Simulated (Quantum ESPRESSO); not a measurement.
Crystal: Mo.

```
Mo
1.0
    -1.58381    1.58381    1.58381
     1.58381   -1.58381    1.58381
     1.58381    1.58381   -1.58381
Mo
1
Direct
  0.00000 0.00000 0.00000
```

```yaml
Program: Quantum ESPRESSO 7.5
Task: phonons
Functional: LDA
Potentials_or_basis: PseudoDojo 0.4.1 SR LDA standard
Cutoff: 1088 eV
Density_cutoff: 4354 eV
k_mesh: 10 × 10 × 10
Occupations: gaussian, width 0.136 eV
Spin: no spin polarisation
Hubbard_terms: Mo d U = 3 eV
Start_of_the_occupations: default
Hubbard_projectors: atomic
Form_of_the_LDA_correlation: PW92
Mixing_beta: 0.3
Most_SCF_iterations: 120
SCF_threshold: 2e-10 Ry
```

At P the frequencies are 228 228 228 cm⁻¹, at a pressure of -20.4 GPa.

Q: How do the modes respond when the cell is scaled evenly, at fixed shape?

A: The highest mode has a Grüneisen parameter of 1.08 and moves by +1.2 cm⁻¹ per GPa. None of the listed modes softens on compression. The pressures give a bulk modulus of about 211 GPa.

Frequencies at 99 % and 101 % of the volume (pressures -18.2 and -22.4 GPa), ions relaxed:
| mode | 99 % (cm⁻¹) | 101 % (cm⁻¹) | Grüneisen parameter |
| --- | --- | --- | --- |
| 1 | 230.5 | 225.5 | 1.08 |
| 2 | 230.5 | 225.5 | 1.08 |
| 3 | 230.5 | 225.5 | 1.08 |

Modes are matched by their order; those that don't vary smoothly over the three volumes are left out.

Caveat: the mesh is thin for the phonons of a metal; the cell is more than 3 GPa from zero pressure, which shifts response properties; the q point doesn't lie on the k mesh, which can shift a metal's frequencies strongly unless the mesh is converged; U without spin polarisation on a metal has little footing; the U is typed as a test and isn't derived for this compound.
